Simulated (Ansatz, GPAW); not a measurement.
# Ballistic transport through pyrimidine-2,5-dithiol between two Al chains, from relaxation to T(E), part 2 of 3

Wanted: T(E) of pyrimidine-2,5-dithiol between two Al chains at a relaxed geometry in two programs, beside the unrelaxed structure.

GPAW 26.7.0 and Ansatz 0.2.0; Ansatz plane waves; relaxation of the junction with the lead ends held (the session's first sound run).

So far, open channels of the lead at the Fermi level (one spin): step 3 (plane waves, PBE) 2.

### 4. Double-zeta polarised basis

The script solves lead and junction separately, takes H and S in the orbital basis, and joins semi-infinite leads through their self-energies; the dzp basis is the working standard.

This step: GPAW LCAO, PAW setups; Landauer transmission from Green's functions with principal layers (ASE), zero bias (GPAW 26.7.0).

Contents of run.py:

```python
import json
import numpy as np
from ase import Atoms
from ase.transport.calculators import TransportCalculator
from gpaw import GPAW, FermiDirac
from gpaw.lcao.tools import get_lcao_hamiltonian
from scipy.linalg import eigh

# The junction with lead layers at both ends, along the third cell vector
device = Atoms(
    ['Al', 'Al', 'Al', 'Al', 'Al', 'Al', 'Al', 'S', 'C', 'N', 'N', 'C', 'C', 'H', 'H', 'C', 'S', 'Al', 'Al', 'Al', 'Al', 'Al', 'Al', 'Al'],
    positions=[
        [7.20726, 4.50000, 1.20000],
        [7.20726, 4.50000, 3.60000],
        [7.20726, 4.50000, 6.00000],
        [7.20726, 4.50000, 8.40000],
        [7.20726, 4.50000, 10.80000],
        [7.46848, 3.35995, 13.15350],
        [6.69003, 4.57845, 15.40752],
        [4.50464, 4.30161, 16.11270],
        [5.35987, 4.45124, 17.62830],
        [6.72926, 4.46106, 17.47366],
        [4.74775, 4.58209, 18.80415],
        [7.49800, 4.57028, 18.58212],
        [5.51708, 4.71055, 19.88745],
        [8.57944, 4.56840, 18.43555],
        [4.99174, 4.84663, 20.83850],
        [6.93091, 4.69277, 19.86074],
        [7.95552, 4.92372, 21.29328],
        [6.73934, 4.23977, 23.17086],
        [7.91585, 4.76632, 25.63709],
        [7.20726, 4.50000, 28.19193],
        [7.20726, 4.50000, 30.59193],
        [7.20726, 4.50000, 32.99193],
        [7.20726, 4.50000, 35.39193],
        [7.20726, 4.50000, 37.79193]],
    cell=[[14.41452, 0.0, 0.0], [0.0, 9.0, 0.0], [0.0, 0.0, 38.99193]],
    pbc=True)

# One principal layer of the lead: the first 4 atoms of the device
lead = Atoms(
    ['Al', 'Al', 'Al', 'Al'],
    positions=[
        [7.20726, 4.50000, 1.20000],
        [7.20726, 4.50000, 3.60000],
        [7.20726, 4.50000, 6.00000],
        [7.20726, 4.50000, 8.40000]],
    cell=[[14.41452, 0.0, 0.0], [0.0, 9.0, 0.0], [0.0, 0.0, 9.6]],
    pbc=True)

settings = dict(mode='lcao', basis='dzp', xc='PBE', h=0.18,
                occupations=FermiDirac(0.1), maxiter=250,
                mixer=dict(beta=0.1, nmaxold=8, weight=100.0),
                convergence=dict(density=0.0001))
energies = np.arange(-2, 2 + 1e-9, 0.025)
eta = 0.0001
n1, n2 = 1, 1
# k and -k transmit alike, so half of the mesh across the current serves
mesh = [(i, j) for i in range(n1) for j in range(n2) if (i, j) <= (-i % n1, -j % n2)]
weights = np.array([1 if (i, j) == (-i % n1, -j % n2) else 2 for i, j in mesh]) / (n1 * n2)

# [... helper functions left out ...]
fermi_lead = ground_state(lead, (1, 1, 12), 'lead.txt')
fermi_device = ground_state(device, (1, 1, 2), 'device.txt')
# [... loop over the mesh left out, but for ...]
        # Shift the lead onto the potential of the device's first layer
        shift = ((H[:, 0, 0] - H0[:, 0, 0]) / S0[0, 0]).real.mean()
# [...]
kT = 8.617333e-5 * 300
bias = [0.1, 0.2, 0.5, 1.0, 1.5, 2.0]
# [... integrals and printing left out ...]
```

Run with:

```
OMP_NUM_THREADS=1 OPENBLAS_NUM_THREADS=1 python run.py
```

Wall time 4.7 min (1 thread of Arm Neoverse N1, shared host); peak memory 2.5 GiB.

This step gave:

* conductance: 0.02902 G₀
* thermopower: -36.41 μV/K
* largest coupling past the next principal layer: 1.11e-15 eV
* largest misfit of the first principal layer: 0.04175 eV
* shift that aligns the lead: 0.01263 eV
* basis functions of the junction: 296
* basis functions of a principal layer: 52
* transmission at the Fermi level (one spin): 0.02845

One spin. Table of transmission, zone mean by energy, zero at the Fermi level:

energy (eV), transmission, zone mean and a bar:
```
   -2.000       0.03 #
   -1.800       0.06 ##
   -1.600       0.03 #
   -1.400       0.01 
   -1.200       0.00 
   -1.000       0.00 
   -0.800       0.00 
   -0.600       0.00 
   -0.400       0.00 
   -0.200       0.01 
    0.000       0.03 #
    0.200       0.07 ##
    0.400       0.28 ########
    0.575       0.75 #####################
    0.600       0.74 #####################
    0.800       0.37 ###########
    1.000       0.22 ######
    1.200       0.15 ####
    1.400       0.19 #####
    1.600       0.66 ###################
    1.775       1.06 ##############################
    1.800       1.06 ##############################
    2.000       0.95 ###########################
```

Crossings of the lead's bands, unfolded to its shortest repeat. The open channels, zone mean by energy, zero at the Fermi level:

energy (eV), open channels, zone mean and a bar:
```
   -2.000       1.00 ##########
   -1.900       1.00 ##########
   -1.800       1.00 ##########
   -1.700       1.00 ##########
   -1.600       1.00 ##########
   -1.500       1.00 ##########
   -1.400       1.00 ##########
   -1.300       1.00 ##########
   -1.200       0.00 
   -1.100       0.00 
   -1.000       0.00 
   -0.900       0.00 
   -0.800       0.00 
   -0.700       0.00 
   -0.600       0.00 
   -0.500       0.00 
   -0.400       0.00 
   -0.300       2.00 ####################
   -0.200       2.00 ####################
   -0.100       2.00 ####################
    0.000       2.00 ####################
    0.100       2.00 ####################
    0.200       2.00 ####################
    0.300       2.00 ####################
    0.400       2.00 ####################
    0.500       2.00 ####################
    0.600       2.00 ####################
    0.700       2.00 ####################
    0.800       2.00 ####################
    0.900       2.00 ####################
    1.000       3.00 ##############################
    1.100       3.00 ##############################
    1.200       3.00 ##############################
    1.300       3.00 ##############################
    1.400       3.00 ##############################
    1.500       3.00 ##############################
    1.600       3.00 ##############################
    1.700       3.00 ##############################
    1.800       3.00 ##############################
    1.900       3.00 ##############################
    2.000       3.00 ##############################
```

Not self-consistent under bias; the bias window is split evenly. The current through one cell, from the zero-bias transmission by bias:

| bias (V) | current through one cell, from the zero-bias transmission (μA) |
| --- | --- |
| 0.100 | 0.227 |
| 0.200 | 0.464 |
| 0.500 | 1.42 |
| 1.000 | 6.92 |
| 1.500 | 19.0 |
| 2.000 | 25.0 |

Table of transmission of the three most open eigenchannels by energy, zero at the Fermi level:

| energy (eV) | channel 1 | channel 2 | channel 3 |
| --- | --- | --- | --- |
| -2.000 | 0.0336 | 0 | 0 |
| -1.900 | 0.0490 | 0 | 0 |
| -1.800 | 0.0626 | 0 | 0 |
| -1.700 | 0.0338 | 0 | 0 |
| -1.600 | 0.0250 | 0 | 0 |
| -1.500 | 0.0189 | 0 | 0 |
| -1.400 | 0.00787 | 0 | 0 |
| -1.300 | 7.0e-4 | 0 | 0 |
| -1.200 | 6.8e-11 | 0 | 0 |
| -1.100 | 1.1e-11 | 0 | 0 |
| -1.000 | 4.6e-12 | 0 | 0 |
| -0.900 | 3.7e-12 | 0 | 0 |
| -0.800 | 6.2e-12 | 0 | 0 |
| -0.700 | 4.0e-11 | 0 | 0 |
| -0.600 | 4.0e-10 | 0 | 0 |
| -0.500 | 3.0e-9 | 0 | 0 |
| -0.400 | 1.0e-9 | 0 | 0 |
| -0.300 | 0.00453 | 6.0e-7 | 0 |
| -0.200 | 0.00895 | 6.6e-7 | 0 |
| -0.100 | 0.0167 | 1.6e-7 | 0 |
| 0.000 | 0.0285 | 1.7e-7 | 1.8e-12 |
| 0.100 | 0.0455 | 2.1e-6 | 0 |
| 0.200 | 0.0746 | 7.1e-6 | 0 |
| 0.300 | 0.137 | 1.7e-5 | 0 |
| 0.400 | 0.285 | 3.7e-5 | 0 |
| 0.500 | 0.581 | 6.7e-5 | 0 |
| 0.600 | 0.743 | 1.1e-4 | 0 |
| 0.700 | 0.558 | 1.5e-4 | 1.1e-12 |
| 0.800 | 0.374 | 1.9e-4 | 5.1e-12 |
| 0.900 | 0.265 | 2.2e-4 | 1.1e-10 |
| 1.000 | 0.216 | 8.2e-4 | 2.0e-4 |
| 1.100 | 0.172 | 0.00235 | 2.0e-4 |
| 1.200 | 0.144 | 0.00460 | 1.6e-4 |
| 1.300 | 0.140 | 0.00831 | 7.8e-5 |
| 1.400 | 0.174 | 0.0168 | 7.9e-6 |
| 1.500 | 0.297 | 0.0361 | 6.0e-6 |
| 1.600 | 0.594 | 0.0640 | 3.0e-5 |
| 1.700 | 0.908 | 0.0908 | 5.0e-5 |
| 1.800 | 0.949 | 0.108 | 6.2e-5 |
| 1.900 | 0.892 | 0.111 | 6.9e-5 |
| 2.000 | 0.853 | 0.102 | 7.2e-5 |

At the Fermi level T is 0.0285 against 0.0263 in plane waves. Couplings past the next layer reach 1.1e-15 eV, small enough to drop; the matrix elements of the cell's first layer differ from the bulk lead's by up to 0.042 eV. That layer keeps its own values in the calculation, and only beyond it is the lead taken as perfect. The Fermi levels of lead and junction count from different zeros of potential, one for each periodic cell; with both set to zero, the small remaining shift is what aligns them. By hand: G = 0.02902 × 77.48 μS = 2.25 μS, a resistance of 445 kΩ; at 0.1 V a linear junction would pass 0.225 μA, and the integral over the bias window gives 0.227 μA. Mott's formula, S = -(π²/3)(k_B²T/e) d ln T/dE, has the prefactor 7.33 μV/K·eV at 300 K; T = 0.02512 at -0.025 eV and 0.03209 at 0.025 eV give a slope of 4.90 per eV and S = -35.9 μV/K, beside -36.4 μV/K from the thermal integral, which interpolates the same grid.

### 5. GPAW, szp: basis = "szp(dzp)"

The second zeta is dropped, the polarisation orbitals stay.

run.py, as its differences from that of step 4:

```diff
@@ -50,3 +50,3 @@
 
-settings = dict(mode='lcao', basis='dzp', xc='PBE', h=0.18,
+settings = dict(mode='lcao', basis='szp(dzp)', xc='PBE', h=0.18,
                 occupations=FermiDirac(0.1), maxiter=250,
```

Elapsed: 4.4 min, on 1 thread; peak memory 2.5 GiB.

This step gave:

```yaml
conductance: 0.05808 G₀
thermopower: -52.35 μV/K
largest_coupling_past_the_next_principal_layer: 1.22e-15 eV
largest_misfit_of_the_first_principal_layer: 0.04842 eV
shift_that_aligns_the_lead: 0.02174 eV
basis_functions_of_the_junction: 206
basis_functions_of_a_principal_layer: 36
transmission_at_the_fermi_level_one_spin: 0.05528
```

One spin. Table of transmission, zone mean by energy, zero at the Fermi level:

| energy (eV) | transmission, zone mean |
| --- | --- |
| -2.000 | 0.0186 |
| -1.800 | 0.0476 |
| -1.700 | 0.0876 |
| -1.600 | 0.0118 |
| -1.400 | 0.00182 |
| -1.200 | 1.2e-11 |
| -1.000 | 2.4e-12 |
| -0.800 | 5.2e-12 |
| -0.600 | 4.8e-10 |
| -0.400 | 4.7e-11 |
| -0.200 | 0.0123 |
| 0.000 | 0.0553 |
| 0.200 | 0.250 |
| 0.325 | 0.711 |
| 0.400 | 0.532 |
| 0.600 | 0.127 |
| 0.800 | 0.0900 |
| 1.000 | 0.102 |
| 1.200 | 0.213 |
| 1.400 | 0.845 |
| 1.500 | 1.04 |
| 1.600 | 0.887 |
| 1.800 | 0.675 |
| 2.000 | 0.647 |

The conductance, 0.0581 G₀, lies 100 % above that of the dzp run.

### 6. GPAW, sz: basis = "sz(dzp)"

The minimal basis is the cheapest rung: no second zeta and no polarisation.

run.py, as its differences from that of step 5:

```diff
@@ -50,3 +50,3 @@
 
-settings = dict(mode='lcao', basis='szp(dzp)', xc='PBE', h=0.18,
+settings = dict(mode='lcao', basis='sz(dzp)', xc='PBE', h=0.18,
                 occupations=FermiDirac(0.1), maxiter=250,
```

Wall time 2.9 min (1 thread); peak memory 2.3 GiB.

Numbers from this step:

```
conductance                                    : 0.08541 G₀
thermopower                                    : -55.57 μV/K
largest coupling past the next principal layer : 8.91e-16 eV
largest misfit of the first principal layer    : 0.05981 eV
shift that aligns the lead                     : 0.02978 eV
basis functions of the junction                : 90
basis functions of a principal layer           : 16
transmission at the Fermi level (one spin)     : 0.08042
```

The conductance, 0.0854 G₀, lies 194 % above that of the dzp run.

### 7. LDA in the dzp basis: xc = "LDA"

Back in the dzp basis, the functional changes from PBE to LDA, to set the spread between functionals beside that between bases.

run.py, as its differences from that of step 6:

```diff
@@ -50,3 +50,3 @@
 
-settings = dict(mode='lcao', basis='sz(dzp)', xc='PBE', h=0.18,
+settings = dict(mode='lcao', basis='dzp', xc='LDA', h=0.18,
                 occupations=FermiDirac(0.1), maxiter=250,
```

It took 4.4 min on 1 thread; peak memory 2.5 GiB.

Numbers from this step:

- conductance: 0.03648 G₀
- thermopower: -38.66 μV/K
- largest coupling past the next principal layer: 1.49e-15 eV
- largest misfit of the first principal layer: 0.04149 eV
- shift that aligns the lead: 0.01552 eV
- basis functions of the junction: 296
- basis functions of a principal layer: 52
- transmission at the Fermi level (one spin): 0.03566

The conductance, 0.0365 G₀, lies 26 % above that of the dzp run.

### 8. Without the relaxation: geometry = "as built"

The dzp basis with PBE on the structure as first built shows what the relaxation was worth.

run.py, as its differences from that of step 7:

```diff
@@ -17,16 +17,16 @@
         [7.20726, 4.50000, 10.80000],
-        [7.46848, 3.35995, 13.15350],
-        [6.69003, 4.57845, 15.40752],
-        [4.50464, 4.30161, 16.11270],
-        [5.35987, 4.45124, 17.62830],
-        [6.72926, 4.46106, 17.47366],
-        [4.74775, 4.58209, 18.80415],
-        [7.49800, 4.57028, 18.58212],
-        [5.51708, 4.71055, 19.88745],
-        [8.57944, 4.56840, 18.43555],
-        [4.99174, 4.84663, 20.83850],
-        [6.93091, 4.69277, 19.86074],
-        [7.95552, 4.92372, 21.29328],
-        [6.73934, 4.23977, 23.17086],
-        [7.91585, 4.76632, 25.63709],
+        [7.20726, 4.50000, 13.20000],
+        [7.20726, 4.50000, 15.60000],
+        [5.14506, 4.62142, 16.35670],
+        [5.23537, 4.89017, 18.09895],
+        [6.46314, 4.96407, 18.64012],
+        [4.08503, 5.00457, 18.78045],
+        [6.51175, 5.16990, 19.97533],
+        [4.19808, 5.20836, 20.11171],
+        [7.51756, 5.23497, 20.38197],
+        [3.25000, 5.30116, 20.63569],
+        [5.40001, 5.29494, 20.78313],
+        [5.49250, 5.57011, 22.52332],
+        [7.20726, 4.50000, 23.39193],
+        [7.20726, 4.50000, 25.79193],
         [7.20726, 4.50000, 28.19193],
@@ -50,3 +50,3 @@
 
-settings = dict(mode='lcao', basis='dzp', xc='LDA', h=0.18,
+settings = dict(mode='lcao', basis='dzp', xc='PBE', h=0.18,
                 occupations=FermiDirac(0.1), maxiter=250,
```

Wall time 5.1 min (1 thread); peak memory 2.5 GiB.

This step gave:

* conductance: 0.2118 G₀
* thermopower: 35.59 μV/K
* largest coupling past the next principal layer: 1.11e-15 eV
* largest misfit of the first principal layer: 0.01751 eV
* shift that aligns the lead: 0.004426 eV
* transmission at the Fermi level (one spin): 0.2119

One spin. Table of transmission, zone mean by energy, zero at the Fermi level:

| energy (eV) | transmission, zone mean |
| --- | --- |
| -2.000 | 0.0370 |
| -1.825 | 0.398 |
| -1.800 | 0.258 |
| -1.600 | 8.1e-4 |
| -1.400 | 2.8e-6 |
| -1.200 | 0 |
| -1.000 | 0 |
| -0.800 | 0 |
| -0.600 | 0 |
| -0.400 | 4.0e-9 |
| -0.200 | 0.207 |
| -0.125 | 0.312 |
| 0.000 | 0.212 |
| 0.200 | 0.0597 |
| 0.400 | 0.0317 |
| 0.600 | 0.0298 |
| 0.800 | 0.0335 |
| 1.000 | 0.0424 |
| 1.200 | 0.0509 |
| 1.400 | 0.0608 |
| 1.600 | 0.119 |
| 1.725 | 0.982 |
| 1.800 | 0.437 |
| 2.000 | 0.282 |

The conductance, 0.212 G₀, lies a factor of 7.3 above that of the dzp run.

### 9. Cost and result by level

Times are wall times on the hardware named with each run. The series side by side:

| no. | run | conductance (G₀) | time | memory (GiB) |
| --- | --- | --- | --- | --- |
| 1 | pw PBE | 0.02703 | 4.4 h | 6.6 |
| 2 | dzp | 0.02902 | 4.7 min | 2.5 |
| 3 | szp | 0.05808 | 4.4 min | 2.5 |
| 4 | sz | 0.08541 | 2.9 min | 2.3 |
| 5 | dzp LDA | 0.03648 | 4.4 min | 2.5 |
| 6 | asbuilt | 0.2118 | 5.1 min | 2.5 |

### 10. Comparison

The curves are compared point by point over the common energies.

This step: comparison of transmission and cost over codes, levels and geometry (GPAW 26.7.0).

Ladder, by row:

| step | code | T at the Fermi level (sum over the listed spins) | conductance (G0) | r.m.s. T(E) from the first | wall time (s) | peak memory (GiB) | threads |
| --- | --- | --- | --- | --- | --- | --- | --- |
| pw-pbe | Ansatz | 0.02634 | 0.02703 | 0 | 16009 | 6.643 | 4 |
| dzp | GPAW | 0.02845 | 0.02902 | 0.09942 | 283.6 | 2.52 | 1 |
| szp | GPAW | 0.05528 | 0.05808 | 0.2086 | 262.9 | 2.48 | 1 |
| sz | GPAW | 0.08042 | 0.08541 | 0.2408 | 171.5 | 2.29 | 1 |
| dzp-LDA | GPAW | 0.03566 | 0.03648 | 0.05316 | 264.8 | 2.52 | 1 |
| asbuilt | GPAW | 0.2119 | 0.2118 | 0.3089 | 307.4 | 2.52 | 1 |

(Part 2 of 3 ends here.)

[Logs are printed without paths, hosts, clocks, repeated set-up lines and the standing remarks that a program may print on its own settings, such as how far it seeks lower states.]

[Hosts, paths, dates, database ids (printed as entryN), source tags and the programs' standing remarks are cut or masked in the printed files.]
